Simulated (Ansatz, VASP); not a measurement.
# BN in VASP and in Ansatz

```xyz
2
Lattice="0.0000 3.4953 2.1661 1.2516 0.0000 2.1661 1.2516 3.4953 0.0000" Properties=species:S:1:pos:R:3 pbc="T T T"
B     1.2516    3.4953   -0.1498
N     1.2516    3.4953    2.8881
```

Change from the starting cell: all B atoms moved -0.150 Å, as atom 1 along Cartesian [0 0 1].

Alike in both runs: task single point; functional LDA; k mesh 12 × 12 × 12; occupations gaussian, width 0.05 eV; no spin polarisation.

```csv
,VASP,Ansatz
version,VASP 6.6.1,Ansatz 0.2.0
potentials or method,"VASP PAW LDA potentials, release 64 (B, N)","scalar-relativistic, plane waves, PAW"
plane-wave cutoff (eV),520,420
valence electrons in the cell,8,8
```

VASP gave:

```
gap on the k mesh at the Fermi level (eV)       : 2.53
least direct gap on the mesh (eV)               : 3.81
pressure (GPa)                                  : 5.8
largest component of the traceless stress (GPa) : 24.98
rms of the force components (eV/Å)              : 4.530
```

**Question.** What did Ansatz give for the same quantities?

**Answer.** gap on the k mesh at the Fermi level (eV): 2.55; least direct gap on the mesh (eV): 3.82; pressure (GPa): 5.6; largest component of the traceless stress (GPa): 24.88; rms of the force components (eV/Å): 4.550.

Atom by atom the forces differ by 0.020 eV/Å (rms over components).

Caveats: forces of over 1 eV/Å show positions far from the minimum, so gaps and moduli don't describe the material at rest. A k mesh can miss the band edges.
